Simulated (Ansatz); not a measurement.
# ZnCu: a line through an energy map

One line of a two-coordinate grid on ZnCu (Pm-3m, No. 221; 2 atoms in the cell): volume per atom is varied, at length along [111] over the lengths across it = 1.000.

Program: Ansatz 0.2.0. Level of theory: DFT PBE, scalar-relativistic, plane waves, PAW. These are calculated values, not measurements.

23 further runs of the same task are left out: 23 set aside as unsound or not needed.

### Step 1. The starting structure

The structure is cubic, space group Pm-3m (No. 221). The conventional cell has a = 2.963 Å, b = 2.963 Å, c = 2.963 Å, α = 90.00°, β = 90.00°, γ = 90.00°. Zn (site symmetry m-3m) is surrounded by 8 Cu at 2.57 Å. Around Cu (site symmetry m-3m) lie 8 Zn at 2.57 Å.

Coordinates:

```cif
data_structure
_symmetry_space_group_name_H-M 'Pm-3m'
_symmetry_Int_Tables_number 221
_cell_length_a 2.9626
_cell_length_b 2.9626
_cell_length_c 2.9626
_cell_angle_alpha 90.000
_cell_angle_beta 90.000
_cell_angle_gamma 90.000
_cell_volume 26.00
loop_
_atom_site_label
_atom_site_type_symbol
_atom_site_symmetry_multiplicity
_atom_site_Wyckoff_symbol
_atom_site_fract_x
_atom_site_fract_y
_atom_site_fract_z
_atom_site_occupancy
Zn1 Zn 1 b 0.50000 0.50000 0.50000 1
Cu1 Cu 1 a 0.00000 0.00000 0.00000 1
```

This cell was relaxed beforehand with the same method: volume 13.00 Å³/atom, gap on the mesh none (metal).

### Step 2. What is varied

The energy is mapped over volume and the cell's shape.

- volume per atom: 7 values from 10.92 to 15.08 Å³
- length along [111] over the lengths across it, relative to the cubic cell: 9 values from 0.452 to 2.211

Nothing else is relaxed (symmetry fixes all fractional coordinates). Energies count from the relaxed crystal. Points are written as (first, second).

### Step 3. Grid point (10.92 Å³, 1.000)

Input file input.yaml:

```yaml
crystal:
  lattice:
    - [2.7953152956, 0.0, 0.0]
    - [0.0, 2.7953152956, 0.0]
    - [0.0, 0.0, 2.7953152956]
  atoms:
    - { symbol: Zn, position: [0.5, 0.5, 0.5] }
    - { symbol: Cu, position: [0.0, 0.0, 0.0] }
basis:
  ecutwfc: 520.0
kpoints:
  mp_grid: { grid: [16, 16, 16] }
hamiltonian:
  xc: pbe
scf:
  occupations: { method: gaussian, width: 0.15 }
output:
  forces: true
  stress: true
  eigenvalues: true
```

The run is started by

```
ansatz run input.yaml --threads 1 --pin off --max-ram 2048MiB --backend cpu --events-out ev --progress --plain --runs-dir out
```

Output, shortened:

```text
Warning: RAYON_NUM_THREADS=1 ignored (pool sized by the plan → 1); use --threads N
[...]
Pseudopotentials: kind: paw
Pseudopotential: Zn, paw, valence charge 12, recommended cutoff 420 eV (normal), Zn.paw.azcp
Pseudopotential: Cu, paw, valence charge 19, recommended cutoff 420 eV (normal), Cu.paw.azcp
Functional definition: PBE
[...]
Crystal: 2 atoms, lattice volume = 21.842 Å³
Basis set: ecut = 520 eV, 619 PW (Γ), exchange–correlation on 48×48×48 points (8 copies of the dense FFT grid, shifted against one another)
Bands: 20, of which v1, the nominal top of the filled ones, is band 16 counted from 1 (15 counted from 0)
Symmetry: 48 space group operations
Space group: Pm-3m (ITA 221), of the structure as read, at distance tolerance 2.8e-5 Å
k-points: 165 of 4096
[...]
SCF iter   1: F=—  HF=-9944.050002 eV  |F-HF|=—  |Δ(HF+E_count)|=         —  Δρ=3.34e-3  dr2=1.58e-3  ethr=1.77e-3  ⟨swp⟩=4.9  Hψ=14314  notcnv=0
[...]
SCF iter   7: F=-9944.050158 eV  HF=-9944.050158 eV  |F-HF|=4.66e-10  |Δ(HF+E_count)|=   3.70e-9  Δρ=2.56e-6  dr2=7.47e-10  ethr=3.23e-10  ⟨swp⟩=5.3  Hψ=12555  notcnv=0
[...]
SCF converged after 7 iterations
Free energy (F): -9944.050158 eV
[...]
E sigma→0 (E₀):  -9944.047317 eV
Entropy (-TS):   -0.005682 eV (-2.841 meV/atom)
Fermi energy:    17.733857 eV
[...]
--- Forces (eV/Å), atoms counted from 1 ---
  atom   1  Zn     0.00000000    -0.00000000    -0.00000000
  atom   2  Cu    -0.00000000     0.00000000     0.00000000
[...]
--- Stress (GPa, compression-positive) ---
       31.176243      -0.000000       0.000000
        0.000000      31.176243       0.000000
        0.000000       0.000000      31.176243
  P = ⅓ Tr σ = 31.1762 GPa (311.762 kbar)
--- Band table (eV; the first three rows and the last of 165) ---
  k-point 0: bands = ["-95.7516", "-53.1176", "-53.1176", "-53.1176", "5.9862", "9.1920", "9.1920", "10.2017", "10.2017", "10.2017", "13.6156", "13.6156", "14.6628", "14.6628", "14.6628", "24.4175", "24.4175", "24.4175", "29.9147", "29.9147"]
[...]
```

It took 5.3 s on 1 thread of Arm Neoverse V1, shared host; peak memory 0.37 GiB.

That is 171 meV/atom from the zero.

### Step 4. The run at (11.62 Å³, 1.000)

input.yaml: that of step 3 with these lines changed.

```diff
@@ -2,5 +2,5 @@
   lattice:
-    - [2.7953152956, 0.0, 0.0]
-    - [0.0, 2.7953152956, 0.0]
-    - [0.0, 0.0, 2.7953152956]
+    - [2.8533151123, 0.0, 0.0]
+    - [0.0, 2.8533151123, 0.0]
+    - [0.0, 0.0, 2.8533151123]
   atoms:
@@ -20 +20,5 @@
   eigenvalues: true
+  write_density: true
+  write_potential: true
+  elf: true
+  volumetric_format: npy
```

The run is started by

```
ansatz run input.yaml --threads 1 --pin off --max-ram 2048MiB --backend cpu --events-out ev --progress --plain --runs-dir out
```

Output, shortened:

```text
Warning: RAYON_NUM_THREADS=1 ignored (pool sized by the plan → 1); use --threads N
[...]
[... 4 set-up lines as earlier in the session ...]
[...]
Crystal: 2 atoms, lattice volume = 23.230 Å³
Basis set: ecut = 520 eV, 619 PW (Γ), exchange–correlation on 48×48×48 points (8 copies of the dense FFT grid, shifted against one another)
Bands: 20, of which v1, the nominal top of the filled ones, is band 16 counted from 1 (15 counted from 0)
[... 1 set-up line as earlier in the session ...]
Space group: Pm-3m (ITA 221), of the structure as read, at distance tolerance 2.9e-5 Å
k-points: 165 of 4096
[...]
SCF iter   1: F=—  HF=-9944.256725 eV  |F-HF|=—  |Δ(HF+E_count)|=         —  Δρ=2.66e-3  dr2=1.07e-3  ethr=1.77e-3  ⟨swp⟩=4.9  Hψ=14146  notcnv=0
[...]
SCF iter   7: F=-9944.257064 eV  HF=-9944.257064 eV  |F-HF|=4.61e-9  |Δ(HF+E_count)|=   4.18e-9  Δρ=6.79e-6  dr2=5.54e-9  ethr=3.23e-10  ⟨swp⟩=7.0  Hψ=18543  notcnv=0
[...]
SCF converged after 7 iterations
Free energy (F): -9944.257064 eV
[...]
E sigma→0 (E₀):  -9944.254058 eV
Entropy (-TS):   -0.006012 eV (-3.006 meV/atom)
Fermi energy:    16.397975 eV
[...]
--- Forces (eV/Å), atoms counted from 1 ---
  atom   1  Zn     0.00000000    -0.00000000     0.00000000
  atom   2  Cu    -0.00000000     0.00000000     0.00000000
[...]
--- Stress (GPa, compression-positive) ---
       17.341565      -0.000000       0.000000
       -0.000000      17.341565       0.000000
       -0.000000       0.000000      17.341565
  P = ⅓ Tr σ = 17.3416 GPa (173.416 kbar)
--- Band table (eV; the first three rows and the last of 165) ---
  k-point 0: bands = ["-96.8825", "-54.2493", "-54.2493", "-54.2493", "5.2195", "8.1735", "8.1735", "9.0484", "9.0484", "9.0484", "12.5133", "12.5133", "13.4821", "13.4821", "13.4821", "22.8840", "22.8840", "22.8840", "28.1946", "28.1946"]
[...]
```

Wall time 8.6 s (1 thread of Arm Neoverse V1, shared host); peak memory 0.38 GiB.

Density in a lattice plane of the grid's cell (edges 2.85 and 2.85 Å, at 0.000 of the third edge), which holds Cu.

Ten even steps from ' ' (0.19 e/Å³) to '@' (70.06 e/Å³):
```
##**==::..                              ..::==**
==--::..                                  ..::--
::....                                      ....
                                                
                                                
                                                
                                                
                                                
                                                
                                                
                                                
                                                
                                                
                                                
                                                
                                                
::....                                      ....
==--::..                                  ..::--
##**==::..                              ..::==**
@@%%++--..                              ..--++%%
```
Columns run along the first of these edges and rows up along the second, over one cell in 24 and 20 even steps from the bottom left corner. Atoms in the plane (fractional): Cu at (0.00, 0.00).

ELF in the same plane.

Values, 12 rows by 12 columns:
```
0.79 0.63 0.34 0.20 0.17 0.22 0.27 0.22 0.17 0.20 0.34 0.63
0.42 0.34 0.23 0.18 0.18 0.26 0.30 0.26 0.18 0.18 0.23 0.34
0.22 0.20 0.18 0.18 0.23 0.30 0.32 0.30 0.23 0.18 0.18 0.20
0.16 0.17 0.18 0.23 0.29 0.32 0.32 0.32 0.29 0.23 0.18 0.17
0.21 0.22 0.26 0.30 0.32 0.31 0.31 0.31 0.32 0.30 0.26 0.22
0.26 0.27 0.30 0.32 0.32 0.31 0.30 0.31 0.32 0.32 0.30 0.27
0.21 0.22 0.26 0.30 0.32 0.31 0.31 0.31 0.32 0.30 0.26 0.22
0.16 0.17 0.18 0.23 0.29 0.32 0.32 0.32 0.29 0.23 0.18 0.17
0.22 0.20 0.18 0.18 0.23 0.30 0.32 0.30 0.23 0.18 0.18 0.20
0.42 0.34 0.23 0.18 0.18 0.26 0.30 0.26 0.18 0.18 0.23 0.34
0.79 0.63 0.34 0.20 0.17 0.22 0.27 0.22 0.17 0.20 0.34 0.63
0.93 0.79 0.42 0.22 0.16 0.21 0.26 0.21 0.16 0.22 0.42 0.79
```
Columns run along the first of these edges and rows up along the second, over one cell in 12 and 12 even steps from the bottom left corner. Atoms in the plane (fractional): Cu at (0.00, 0.00).

Both are smooth fields of the valence electrons: close to the nuclei they are not physical.

That is 68 meV/atom from the zero.

### Step 5. The run at (12.31 Å³, 1.000)

Input file input.yaml:

```yaml
crystal:
  lattice:
    - [2.9089694552, 0.0, 0.0]
    - [0.0, 2.9089694552, 0.0]
    - [0.0, 0.0, 2.9089694552]
  atoms:
    - { symbol: Zn, position: [0.5, 0.5, 0.5] }
    - { symbol: Cu, position: [0.0, 0.0, 0.0] }
basis:
  ecutwfc: 520.0
kpoints:
  mp_grid: { grid: [16, 16, 16] }
hamiltonian:
  xc: pbe
scf:
  occupations: { method: gaussian, width: 0.15 }
output:
  forces: true
  stress: true
  eigenvalues: true
```

The run is started by

```
ansatz run input.yaml --threads 1 --pin off --max-ram 2048MiB --backend cpu --events-out ev --progress --plain --runs-dir out
```

Output, shortened:

```text
Warning: RAYON_NUM_THREADS=1 ignored (pool sized by the plan → 1); use --threads N
[...]
[... 4 set-up lines as earlier in the session ...]
[...]
Crystal: 2 atoms, lattice volume = 24.616 Å³
Basis set: ecut = 520 eV, 691 PW (Γ), exchange–correlation on 48×48×48 points (8 copies of the dense FFT grid, shifted against one another)
Bands: 20, of which v1, the nominal top of the filled ones, is band 16 counted from 1 (15 counted from 0)
[... 2 set-up lines as earlier in the session ...]
k-points: 165 of 4096
[...]
SCF iter   1: F=—  HF=-9944.361157 eV  |F-HF|=—  |Δ(HF+E_count)|=         —  Δρ=2.21e-3  dr2=7.67e-4  ethr=1.77e-3  ⟨swp⟩=5.0  Hψ=14174  notcnv=0
[...]
SCF iter   7: F=-9944.361550 eV  HF=-9944.361550 eV  |F-HF|=7.18e-9  |Δ(HF+E_count)|=   2.63e-8  Δρ=9.36e-6  dr2=1.08e-8  ethr=1.55e-10  ⟨swp⟩=4.0  Hψ=10948  notcnv=0
[...]
SCF converged after 7 iterations
Free energy (F): -9944.361550 eV
[...]
E sigma→0 (E₀):  -9944.358363 eV
Entropy (-TS):   -0.006373 eV (-3.186 meV/atom)
Fermi energy:    15.219701 eV
[...]
--- Forces (eV/Å), atoms counted from 1 ---
  atom   1  Zn     0.00000000    -0.00000000     0.00000000
  atom   2  Cu     0.00000000     0.00000000     0.00000000
[...]
--- Stress (GPa, compression-positive) ---
        7.349179       0.000000       0.000000
        0.000000       7.349179       0.000000
        0.000000       0.000000       7.349179
  P = ⅓ Tr σ = 7.3492 GPa (73.492 kbar)
--- Band table (eV; the first three rows and the last of 165) ---
  k-point 0: bands = ["-97.8832", "-55.2512", "-55.2512", "-55.2512", "4.5480", "7.2533", "7.2533", "8.0167", "8.0167", "8.0167", "11.5403", "11.5403", "12.4385", "12.4385", "12.4385", "21.5228", "21.5228", "21.5228", "26.6664", "26.6664"]
[...]
```

Wall time 6.4 s (1 thread of Arm Neoverse V1, shared host); peak memory 0.38 GiB.

That is 15 meV/atom from the zero.

### Step 6. Grid point (13.70 Å³, 1.000)

input.yaml: that of step 5 with these lines changed.

```diff
@@ -2,5 +2,5 @@
   lattice:
-    - [2.9089694552, 0.0, 0.0]
-    - [0.0, 2.9089694552, 0.0]
-    - [0.0, 0.0, 2.9089694552]
+    - [3.0143754499, 0.0, 0.0]
+    - [0.0, 3.0143754499, 0.0]
+    - [0.0, 0.0, 3.0143754499]
   atoms:
```

The run is started by

```
ansatz run input.yaml --threads 1 --pin off --max-ram 2048MiB --backend cpu --events-out ev --progress --plain --runs-dir out
```

Output, shortened:

```text
Warning: RAYON_NUM_THREADS=1 ignored (pool sized by the plan → 1); use --threads N
[...]
[... 4 set-up lines as earlier in the session ...]
[...]
Crystal: 2 atoms, lattice volume = 27.390 Å³
Basis set: ecut = 520 eV, 739 PW (Γ), exchange–correlation on 48×48×48 points (8 copies of the dense FFT grid, shifted against one another)
Bands: 20, of which v1, the nominal top of the filled ones, is band 16 counted from 1 (15 counted from 0)
[... 1 set-up line as earlier in the session ...]
Space group: Pm-3m (ITA 221), of the structure as read, at distance tolerance 3.0e-5 Å
k-points: 165 of 4096
[...]
SCF iter   1: F=—  HF=-9944.368519 eV  |F-HF|=—  |Δ(HF+E_count)|=         —  Δρ=1.50e-3  dr2=3.55e-4  ethr=1.77e-3  ⟨swp⟩=5.0  Hψ=13980  notcnv=0
[...]
SCF iter   6: F=-9944.368980 eV  HF=-9944.368980 eV  |F-HF|=1.99e-8  |Δ(HF+E_count)|=   2.41e-8  Δρ=1.35e-5  dr2=4.19e-8  ethr=3.23e-10  ⟨swp⟩=6.4  Hψ=14024  notcnv=0
[...]
SCF converged after 6 iterations
Free energy (F): -9944.368980 eV
[...]
E sigma→0 (E₀):  -9944.365378 eV
Entropy (-TS):   -0.007206 eV (-3.603 meV/atom)
Fermi energy:    13.235124 eV
[...]
--- Forces (eV/Å), atoms counted from 1 ---
  atom   1  Zn     0.00000000     0.00000000     0.00000000
  atom   2  Cu    -0.00000000     0.00000000    -0.00000000
[...]
--- Stress (GPa, compression-positive) ---
       -5.155160       0.000000       0.000000
        0.000000      -5.155160       0.000000
        0.000000       0.000000      -5.155160
  P = ⅓ Tr σ = -5.1552 GPa (-51.552 kbar)
--- Band table (eV; the first three rows and the last of 165) ---
  k-point 0: bands = ["-99.5763", "-56.9474", "-56.9474", "-56.9474", "3.4260", "5.6506", "5.6506", "6.2422", "6.2422", "6.2422", "9.8978", "9.8978", "10.6744", "10.6744", "10.6744", "19.2066", "19.2066", "19.2066", "24.0632", "24.0632"]
[...]
```

Wall time 5.7 s (1 thread of Arm Neoverse V1, shared host); peak memory 0.38 GiB.

On the map this point reads 12 meV/atom.

### Step 7. Point (14.39 Å³, 1.000)

input.yaml: that of step 6 with these lines changed.

```diff
@@ -2,5 +2,5 @@
   lattice:
-    - [3.0143754499, 0.0, 0.0]
-    - [0.0, 3.0143754499, 0.0]
-    - [0.0, 0.0, 3.0143754499]
+    - [3.0644570304, 0.0, 0.0]
+    - [0.0, 3.0644570304, 0.0]
+    - [0.0, 0.0, 3.0644570304]
   atoms:
```

The run is started by

```
ansatz run input.yaml --threads 1 --pin off --max-ram 2048MiB --backend cpu --events-out ev --progress --plain --runs-dir out
```

Output, shortened:

```text
Warning: RAYON_NUM_THREADS=1 ignored (pool sized by the plan → 1); use --threads N
[...]
[... 4 set-up lines as earlier in the session ...]
[...]
Crystal: 2 atoms, lattice volume = 28.778 Å³
Basis set: ecut = 520 eV, 751 PW (Γ), exchange–correlation on 48×48×48 points (8 copies of the dense FFT grid, shifted against one another)
Bands: 20, of which v1, the nominal top of the filled ones, is band 16 counted from 1 (15 counted from 0)
[... 1 set-up line as earlier in the session ...]
Space group: Pm-3m (ITA 221), of the structure as read, at distance tolerance 3.1e-5 Å
k-points: 165 of 4096
[...]
SCF iter   1: F=—  HF=-9944.306564 eV  |F-HF|=—  |Δ(HF+E_count)|=         —  Δρ=1.17e-3  dr2=2.10e-4  ethr=1.77e-3  ⟨swp⟩=5.0  Hψ=14045  notcnv=0
[...]
SCF iter   6: F=-9944.307021 eV  HF=-9944.307021 eV  |F-HF|=7.10e-9  |Δ(HF+E_count)|=   2.67e-8  Δρ=6.28e-6  dr2=1.20e-8  ethr=3.23e-10  ⟨swp⟩=6.4  Hψ=14628  notcnv=0
[...]
SCF converged after 6 iterations
Free energy (F): -9944.307021 eV
[...]
E sigma→0 (E₀):  -9944.303267 eV
Entropy (-TS):   -0.007508 eV (-3.754 meV/atom)
Fermi energy:    12.392519 eV
[...]
--- Forces (eV/Å), atoms counted from 1 ---
  atom   1  Zn    -0.00000000     0.00000000     0.00000000
  atom   2  Cu    -0.00000000    -0.00000000     0.00000000
[...]
--- Stress (GPa, compression-positive) ---
       -8.939263       0.000000       0.000000
        0.000000      -8.939263       0.000000
        0.000000       0.000000      -8.939263
  P = ⅓ Tr σ = -8.9393 GPa (-89.393 kbar)
--- Band table (eV; the first three rows and the last of 165) ---
  k-point 0: bands = ["-100.2979", "-57.6707", "-57.6707", "-57.6707", "2.9531", "4.9486", "4.9486", "5.4736", "5.4736", "5.4736", "9.1988", "9.1988", "9.9227", "9.9227", "9.9227", "18.2129", "18.2129", "18.2129", "22.8673", "22.9455"]
[...]
```

Run time: 6 s. Hardware: 1 thread of Arm Neoverse V1, shared host; peak memory 0.39 GiB.

That is 43 meV/atom from the zero.

### Step 8. Results

```
volume per atom (Å³)  step  energy (meV/atom)  slope (meV/atom per Å³)  pressure (GPa)
               10.92     3                171                     −195            31.2
               11.62     4                 68                     −108            17.3
               12.31     5                 15                      −46             7.3
               13.00     –                  0                       −1             0.1
               13.70     6                 12                       32            −5.2
               14.39     7                 43                       56            −8.9
               15.08     –                 87                       73           −11.6
```

Energies count from the relaxed crystal. Rows without a step come from runs not printed here or follow by symmetry. Slopes come from the forces (and the stress, where the cell changes), not from differences of energies.

**Reading.** The lowest point of the line is at 13.00 Å³, 0 meV/atom from the zero. Energies and slopes round the minimum, fitted together, put the minimum at 13.012 Å³, with a curvature of about 55 meV/atom per (Å³)². V·d²E/dV² there is about 110 GPa, a bulk modulus under this line's constraint. The well is lopsided: two grid steps out, the energy rises by 68 meV/atom towards smaller values and 43 meV/atom towards larger ones. The highest point computed, at 10.92 Å³, lies 171 meV/atom above the lowest. This is one cut through a surface in two coordinates; it holds the lowest point sampled, which need not be a minimum.
